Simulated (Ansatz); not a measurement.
# Cu (P6_3/mmc) in Ansatz: reference runs, part 2 of 2

Ansatz 0.2.0. The steps go on from the part before.

### 7 Single point, PBEsol, 11.46 Å³/atom

Input file input.yaml:

```yaml
crystal:
  lattice:
    - [2.5307640267, 0.0, 0.0]
    - [-1.2653820134, 2.1917059381, 0.0]
    - [0.0, 0.0, 8.26181508]
  atoms:
    - { symbol: Cu, position: [0.6666666667, 0.3333333333, 0.75] }
    - { symbol: Cu, position: [0.0, 0.0, 0.5] }
    - { symbol: Cu, position: [0.3333333333, 0.6666666667, 0.25] }
    - { symbol: Cu, position: [0.0, 0.0, 0.0] }
hamiltonian:
  xc: pbesol
  pseudopotentials: { kind: paw }
kpoints:
  mp_grid: { grid: [12, 12, 4] }
scf:
  occupations: { method: fermi_dirac, width: 0.05 }
output:
  forces: true
  stress: true
  eigenvalues: true
  write_density: true
  write_potential: true
  elf: true
  volumetric_format: npy
```

Potentials or basis: Ansatz PAW.

Run with:

```bash
$ ansatz run input.yaml --threads 2 --pin off --max-ram 5632MiB --backend cpu --events-out ev --progress --plain --runs-dir out
```

Output:

```text
Warning: RAYON_NUM_THREADS=2 ignored (pool sized by the plan → 2); use --threads N
Engine: ansatz 0.2.0, aarch64-unknown-linux-gnu
Pseudopotentials: kind: paw
Pseudopotential: Cu, paw, valence charge 19, recommended cutoff 420 eV (normal), Cu.paw.azcp
Functional definition: PBEsol
  exchange = pbesol_x
  correlation = pbesol_c
Crystal: 4 atoms, lattice volume = 45.826 Å³
Basis set: ecut = 420 eV, 909 PW (Γ), exchange–correlation on 36×36×120 points (8 copies of the dense FFT grid, shifted against one another)
Bands: 46, of which v1, the nominal top of the filled ones, is band 38 counted from 1 (37 counted from 0)
Symmetry: 24 space group operations
Space group: P63/mmc (ITA 194), of the structure as read, at distance tolerance 3.6e-5 Å
k-points: 57 of 576
Non-local potential: Cu, projectors of the file, l = 0: 3, l = 1: 2, l = 2: 3, l = 3: 1
PAW form: soft (Blöchl's): semilocal exchange-correlation on the pseudo side does not see the compensation charge
PAW frozen core: Cu, regenerated for the run's functional, and the local potential with it (the file was generated under x = pbe(κ = 0.804, μ = 0.2195149727645171), c = pbe(β = 0.06672455060314922))
PAW one-centre angular grid: Cu, 590 points (default); XC on 64 Gauss nodes
Initial density: superposition of atomic densities (neutral atoms: chi_scale 0, normalization atom), corrected by the library's trained network
Initial wavefunctions: pseudopotential atomic-orbital guess
Functional: x = pbesol(κ = 0.804, μ = 0.12345679012345678), c = pbesol(β = 0.046)
SCF iter   1: F=—  HF=-26355.089418 eV  |F-HF|=—  |Δ(HF+E_count)|=         —  Δρ=2.12e-2  dr2=1.07e-1  ethr=1.77e-3  ⟨swp⟩=5.5  Hψ=8411  notcnv=0  defer=66
preconditioner: auto → Kerker (q_TF=auto, 2.968 Å⁻¹)  [metal: Δε(μ)=0.079 eV  Ē_g=11.004 eV  σ=0.050 eV  W_gap=0.35  n_scr=24 (ndim 8)  ℏωp=36.4 eV  f_vac=0.000  D(μ)=1.71/eV (n_scr^D=6)]
SCF iter   2: F=—  HF=-26355.066348 eV  |F-HF|=—  |Δ(HF+E_count)|=   2.31e-2  Δρ=2.38e-3  dr2=1.90e-3  ethr=1.41e-4  ⟨swp⟩=2.0  Hψ=4483  notcnv=0  defer=124
SCF iter   3: F=—  HF=-26355.065319 eV  |F-HF|=—  |Δ(HF+E_count)|=   1.03e-3  Δρ=2.41e-3  dr2=1.87e-3  ethr=2.50e-6  ⟨swp⟩=2.9  Hψ=5125  notcnv=0  defer=124
SCF iter   4: F=—  HF=-26355.064660 eV  |F-HF|=—  |Δ(HF+E_count)|=   6.59e-4  Δρ=2.81e-4  dr2=3.82e-5  ethr=2.47e-6  ⟨swp⟩=2.3  Hψ=3490  notcnv=0  defer=124
SCF iter   5: F=—  HF=-26355.064720 eV  |F-HF|=—  |Δ(HF+E_count)|=   6.07e-5  Δρ=9.06e-5  dr2=7.51e-6  ethr=5.03e-8  ⟨swp⟩=2.1  Hψ=4302  notcnv=0  defer=124
SCF iter   6: F=—  HF=-26355.064719 eV  |F-HF|=—  |Δ(HF+E_count)|=   1.69e-6  Δρ=5.08e-5  dr2=1.80e-6  ethr=9.89e-9  ⟨swp⟩=2.1  Hψ=3552  notcnv=0  defer=124
SCF iter   7: F=—  HF=-26355.064718 eV  |F-HF|=—  |Δ(HF+E_count)|=   3.04e-7  Δρ=3.37e-5  dr2=2.72e-7  ethr=2.37e-9  ⟨swp⟩=2.1  Hψ=3446  notcnv=0  defer=124
SCF iter   8: F=-26355.064718 eV  HF=-26355.064718 eV  |F-HF|=1.94e-9  |Δ(HF+E_count)|=   1.03e-7  Δρ=4.51e-6  dr2=7.32e-9  ethr=1.32e-10  ⟨swp⟩=11.2  Hψ=17336  notcnv=0
SCF 1 converged in 8 iterations: F = -26355.064718 eV  dr2 = 7.32e-9
SCF converged after 8 iterations
Free energy (F): -26355.064718 eV
Harris-Foulkes:  -26355.064718 eV  (|F-HF|=1.94e-9)
Internal energy: -26355.051519 eV  (E = F + TS)
E sigma→0 (E₀):  -26355.058119 eV
Entropy (-TS):   -0.013199 eV (-3.300 meV/atom)
Fermi energy:    17.162944 eV
--- Per-component energies (eV) ---
  E_band       = -1400.567074
  E_kinetic    = 1201.885642
  E_local      = -15973.844648  (includes V_loc(G=0)·N_el)
  E_nonlocal   = 1564.813660
  E_hartree    = 7032.186458
  E_xc         = -357.119925
  E_vxc        = -462.910351  (∫ρ·V_xc dr)
  E_paw        = -6503.820707  (= ΣΔE_a)
  E_vpaw       = -1794.881422  (= ΣTr[D̂ρ^β])
  E_aug_tail   = 0.001014  (compensation charges beyond the density's cutoff)
  E_ewald      = -13319.977822
  E_core_change = 0.824809  (= ΣΔE_core)
  E_smearing   = -0.013199  (= −TS)
  E_closure    = -0.000000  (closes the sum)
  Σ components = -26355.064718   (vs F -26355.064718, Δ=0.00e0)
--- Forces (eV/Å), atoms counted from 1 ---
  atom   1  Cu     0.00000000    -0.00000000     0.00000000
  atom   2  Cu     0.00000000    -0.00000000     0.00000000
  atom   3  Cu     0.00000000     0.00000000     0.00000000
  atom   4  Cu    -0.00000000    -0.00000000     0.00000000
  max |Σ_I F_I| component: 2.10e-30 eV/Å
--- Stress (GPa, compression-positive) ---
       -1.721808       0.000000       0.000000
        0.000000      -1.721808       0.000000
        0.000000       0.000000      -2.188378
  P = ⅓ Tr σ = -1.8773 GPa (-18.773 kbar)
--- Band table (eV; the first three rows and the last of 57) ---
  k-point 0: bands = ["-95.0824", "-95.0795", "-95.0607", "-95.0577", "-52.6585", "-52.6043", "-52.5893", "-52.5548", "-52.5548", "-52.5513", "-52.5513", "-52.5348", "-52.5306", "-52.5306", "-52.5271", "-52.5271", "7.5648", "9.7282", "9.7434", "11.9652", "13.8747", "13.8768", "14.1288", "14.1288", "14.1298", "14.1298", "14.1473", "14.3324", "14.3324", "14.3524", "14.3524", "14.8641", "14.8641", "15.1267", "15.1267", "15.2922", "15.2922", "15.5963", "15.5963", "16.0747", "21.1443", "29.9004", "29.9015", "38.6513", "39.3567", "39.3859"]
  k-point 1: bands = ["-95.0820", "-95.0799", "-95.0602", "-95.0581", "-52.6539", "-52.6215", "-52.5721", "-52.5544", "-52.5544", "-52.5519", "-52.5519", "-52.5394", "-52.5300", "-52.5300", "-52.5276", "-52.5276", "7.7106", "8.8347", "10.7133", "11.8719", "13.9320", "13.9932", "14.1163", "14.1486", "14.1486", "14.1527", "14.1527", "14.2997", "14.2997", "14.3186", "14.3186", "14.9049", "14.9049", "15.0789", "15.0789", "15.3571", "15.3571", "15.4669", "15.5619", "15.5619", "22.1236", "26.9455", "33.0589", "38.7352", "39.0326", "39.4984"]
  k-point 2: bands = ["-95.0810", "-95.0810", "-95.0591", "-95.0591", "-52.6408", "-52.6408", "-52.5532", "-52.5532", "-52.5532", "-52.5532", "-52.5527", "-52.5527", "-52.5287", "-52.5287", "-52.5287", "-52.5287", "8.1415", "8.1415", "11.4943", "11.4943", "14.0336", "14.0336", "14.1855", "14.1855", "14.1855", "14.1855", "14.2633", "14.2633", "14.2633", "14.2633", "14.5143", "14.5143", "14.9920", "14.9920", "14.9920", "14.9920", "15.4704", "15.4704", "15.4704", "15.4704", "24.2828", "24.2828", "36.3316", "36.3316", "38.9736", "38.9736"]
  k-point 56: bands = ["-95.0675", "-95.0675", "-95.0487", "-95.0487", "-52.6319", "-52.6319", "-52.6184", "-52.6184", "-52.6168", "-52.6168", "-52.5933", "-52.5933", "-52.5693", "-52.5693", "-52.5641", "-52.5641", "13.0358", "13.0358", "13.1280", "13.1280", "13.1888", "13.1888", "13.3165", "13.3165", "13.9002", "13.9002", "13.9353", "13.9353", "14.7187", "14.7187", "15.0364", "15.0364", "15.4899", "15.4899", "15.5876", "15.5876", "20.6333", "20.6333", "20.9431", "20.9431", "21.4149", "21.4149", "24.5389", "24.5389", "25.7625", "25.7625"]
```

rho_z.tsv:

```text
# z_ang	rho[e/angstrom^3]
# format = ansatz-planar-average/11
# lattice	2.530764027	0.000000000	0.000000000
# lattice	-1.265382013	2.191705938	0.000000000
# lattice	0.000000000	0.000000000	8.261815080
# sites	4
# site	29	1.265382013	0.730568646	6.196361310
# site	29	0.000000000	0.000000000	4.130907540
# site	29	-0.000000000	1.461137292	2.065453770
# site	29	0.000000000	0.000000000	0.000000000
0.000000	4.800244e0
0.137697	4.116583e0
0.275394	2.682317e0
0.413091	1.462546e0
0.550788	7.670108e-1
0.688485	4.421121e-1
[... 52 lines left out ...]
7.986421	2.682317e0
8.124118	4.116583e0
```

v_z.tsv:

```text
# z_ang	v_es[eV]	v_tot[eV]
# format = ansatz-planar-average/11
# xc	pbesol
# density_cutoff_ev	1680
# datasets	Cu=:simpson_from_first_knot:soft:shift=-1116002
# lattice	2.530764027	0.000000000	0.000000000
# lattice	-1.265382013	2.191705938	0.000000000
# lattice	0.000000000	0.000000000	8.261815080
# sites	4
# site	29	1.265382013	0.730568646	6.196361310
# site	29	0.000000000	0.000000000	4.130907540
# site	29	-0.000000000	1.461137292	2.065453770
# site	29	0.000000000	0.000000000	0.000000000
0.000000	-6.469603e-1	-1.525178e1
0.137697	-1.225887e-2	-1.440246e1
0.275394	1.896689e0	-1.190682e1
0.413091	4.998691e0	-7.994886e0
0.550788	8.923302e0	-3.198090e0
0.688485	1.281604e1	1.495002e0
[... 52 lines left out ...]
7.986421	1.896689e0	-1.190682e1
8.124118	-1.225887e-2	-1.440246e1
```

It took 4.4 s on 2 threads of Arm Neoverse V1, shared host; peak memory 0.38 GiB.

What came out:

```yaml
Free_energy: -26355.0647 eV
Pressure: -1.9 GPa
Band_gap_on_the_k_mesh: none (metal or under the smearing width)
```

Caveat: the PAW data sets come from PBE, with cores solved anew for the run's functional, which leaves a small shift of forces and pressure.

### 8 Single point, PBEsol, 11.69 Å³/atom (volume scaled by 1.02)

input.yaml, as its differences from that of step 7:

```diff
@@ -2,5 +2,5 @@
   lattice:
-    - [2.5307640267, 0.0, 0.0]
-    - [-1.2653820134, 2.1917059381, 0.0]
-    - [0.0, 0.0, 8.26181508]
+    - [2.5475245418, 0.0, 0.0]
+    - [-1.273762271, 2.20622097, 0.0]
+    - [0.0, 0.0, 8.3165306817]
   atoms:
@@ -21,5 +21 @@
   eigenvalues: true
-  write_density: true
-  write_potential: true
-  elf: true
-  volumetric_format: npy
```

Run with:

```bash
$ ansatz run input.yaml --threads 2 --pin off --max-ram 5632MiB --backend cpu --events-out ev --progress --plain --runs-dir out
```

It took 3.3 s on 2 threads of Arm Neoverse V1, shared host; peak memory 0.37 GiB.

Results (log left out):

```yaml
Free_energy: -26355.0453 eV
Pressure: -4.9 GPa
Band_gap_on_the_k_mesh: none (metal or under the smearing width)
```

Caveat: the PAW data sets come from PBE, with cores solved anew for the run's functional, which leaves a small shift of forces and pressure.

### 9 Single point, PBEsol, 11.91 Å³/atom (volume scaled by 1.04)

input.yaml, as its differences from that of step 8:

```diff
@@ -2,5 +2,5 @@
   lattice:
-    - [2.5475245418, 0.0, 0.0]
-    - [-1.273762271, 2.20622097, 0.0]
-    - [0.0, 0.0, 8.3165306817]
+    - [2.5640673725, 0.0, 0.0]
+    - [-1.2820336863, 2.2205474816, 0.0]
+    - [0.0, 0.0, 8.3705356409]
   atoms:
```

Potentials or basis: Ansatz PAW.

Run with:

```bash
$ ansatz run input.yaml --threads 2 --pin off --max-ram 5632MiB --backend cpu --events-out ev --progress --plain --runs-dir out
```

Wall time 3.3 s (2 threads of Arm Neoverse V1, shared host); peak memory 0.38 GiB.

The run converged. Its results:

- Free energy: -26355.0099 eV
- Pressure: -7.5 GPa
- Band gap on the k mesh: none (metal or under the smearing width)

Caveat: the PAW data sets come from PBE, with cores solved anew for the run's functional, which leaves a small shift of forces and pressure.

### 10 Single point, PBEsol, 12.14 Å³/atom (volume scaled by 1.06)

input.yaml, as its differences from that of step 9:

```diff
@@ -2,5 +2,5 @@
   lattice:
-    - [2.5640673725, 0.0, 0.0]
-    - [-1.2820336863, 2.2205474816, 0.0]
-    - [0.0, 0.0, 8.3705356409]
+    - [2.5803994521, 0.0, 0.0]
+    - [-1.2901997261, 2.2346914775, 0.0]
+    - [0.0, 0.0, 8.423852592]
   atoms:
@@ -21 +21,5 @@
   eigenvalues: true
+  write_density: true
+  write_potential: true
+  elf: true
+  volumetric_format: npy
```

Run with:

```bash
$ ansatz run input.yaml --threads 2 --pin off --max-ram 5632MiB --backend cpu --events-out ev --progress --plain --runs-dir out
```

Wall time 4.4 s (2 threads of Arm Neoverse V1, shared host); peak memory 0.38 GiB.

It converged, with:

| Quantity | Value |
| --- | --- |
| Free energy | -26354.9603 eV |
| Pressure | -9.8 GPa |
| Band gap on the k mesh | none (metal or under the smearing width) |

Caveat: the PAW data sets come from PBE, with cores solved anew for the run's functional, which leaves a small shift of forces and pressure.

### 11 Equation of state, PBEsol

Potentials or basis: Ansatz PAW.

This step only gathers the single runs of the series.

Results:

* Equilibrium volume: 11.32 Å³/atom
* Bulk modulus at fixed shape and positions: 167 GPa
* Pressure derivative of the bulk modulus: 5.0

Energy against volume, from the lowest point:
| volume (Å³/atom) | energy (meV/atom) |
| --- | --- |
| 10.769 | 15.32 |
| 10.998 | 4.78 |
| 11.227 | 0.00 |
| 11.456 | 0.33 |
| 11.686 | 5.19 |
| 11.915 | 14.05 |
| 12.144 | 26.44 |

Caveat: the cell was scaled at fixed shape and fractional positions, which overstates the stiffness of a crystal with free parameters, most of all of layers and chains.

### 12 Overview

```tsv
task	cell	gap on the mesh (eV)	pressure (GPa)
single point	as given	none	-1.9
single point	atoms moved at random, drawn with an rms of 0.05 Å	none	-1.4
equation of state	as given	-	-
```

Alike in all rows: level PBEsol; potentials or basis Ansatz PAW; no spin polarisation; k mesh 12 × 12 × 4; cutoff (eV) 420; smearing fermi-dirac 0.05 eV.

Caveats: the PAW data sets come from PBE, with cores solved anew for the run's functional, which leaves a small shift of forces and pressure (some runs); the cell was scaled at fixed shape and fractional positions, which overstates the stiffness of a crystal with free parameters, most of all of layers and chains (some runs).

Total energies depend on the potentials used, so only differences within one code and one set of settings carry meaning.
